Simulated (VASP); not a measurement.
A run of VASP 6.6.1:

run.py

```python
from ase.calculators.vasp import Vasp
from ase.dft.bandgap import bandgap
from ase.spacegroup import crystal

atoms = crystal(
    ['Au'],
    basis=[[0.6666666667, 0.3333333333, 0.25]],
    spacegroup=194,
    setting=1,
    cellpar=[2.9, 2.9, 4.88, 90.0, 90.0, 120.0],
    primitive_cell=True,
)
calc = Vasp(
    directory='calc',
    xc='rpbe',
    pp='PBE',
    setups='recommended',
    prec='Accurate',
    encut=520,
    ediff=1e-06,
    ismear=0,
    sigma=0.05,
    lreal=False,
    lasph=True,
    nelm=80,
    algo='Normal',
    isif=2,
    lwave=False,
    lcharg=True,
    lorbit=11,
    lsorbit=True,
    gga_compat=False,
    lmaxmix=4,
    ivdw=11,
    kpts=[8, 8, 5],
    gamma=True,
    nbands=34,
)
atoms.calc = calc

print('energy (eV):', atoms.get_potential_energy())
print('free energy (eV):', atoms.get_potential_energy(force_consistent=True))
efermi = calc.get_fermi_level()
print('Fermi level (eV):', efermi)
path = atoms.cell.bandpath(npoints=40, eps=1e-4)
print('path:', path.path)
calc.set(kpts=path.kpts, reciprocal=True, icharg=11, isym=0, lcharg=False)
calc.calculate(atoms)
print('gap on the path (eV):', bandgap(calc, efermi=efermi)[0])
print('direct gap on the path (eV):', bandgap(calc, efermi=efermi, direct=True)[0])
```

Potentials or basis: VASP PAW PBE potentials, release 64 (Au).

The run is started by

```bash
$ python run.py
```

Hardware: 1 thread of Intel(R) Xeon(R) Platinum 8259CL CPU @ 2.50GHz (Skylake/Cascade Lake), with other jobs on the host.

Estimate the wall time of this run.

Wall time 7.2 min on 1 thread of Intel(R) Xeon(R) Platinum 8259CL CPU @ 2.50GHz (Skylake/Cascade Lake), with other jobs on the host, peak memory 0.26 GiB. Counts: scf iterations 7, k points 40.
